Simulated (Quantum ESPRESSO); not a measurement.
HfC:

```
Hf C
1.0
     0.00000    2.32500    2.32500
     2.32500    0.00000    2.32500
     2.32500    2.32500    0.00000
Hf C
1 1
Direct
  0.50000 0.50000 0.50000
  0.00000 0.00000 0.00000
```

Base run:

| Property | Result |
| --- | --- |
| Program | Quantum ESPRESSO 7.5 |
| Functional | LDA |
| Potentials or basis | GBRV 1.5 LDA |
| Cutoff | 612 eV |
| Density cutoff | 4898 eV |
| k mesh | 10 × 10 × 10 |
| Occupations | fermi-dirac, width 0.05 eV |
| Spin | no spin polarisation |

Its results: band gap on the k mesh none (metal or under the smearing width); pressure -11.5 GPa.

Q: The run is repeated on the same cell with these changes: functional from LDA to PBEsol; potentials or basis from GBRV 1.5 LDA to GBRV 1.5 PBEsol. What comes out?

A: Band gap on the k mesh none (metal or under the smearing width); pressure -6.3 GPa.

Caveats: spin-orbit coupling is left out, which moves the levels of the heavy elements.
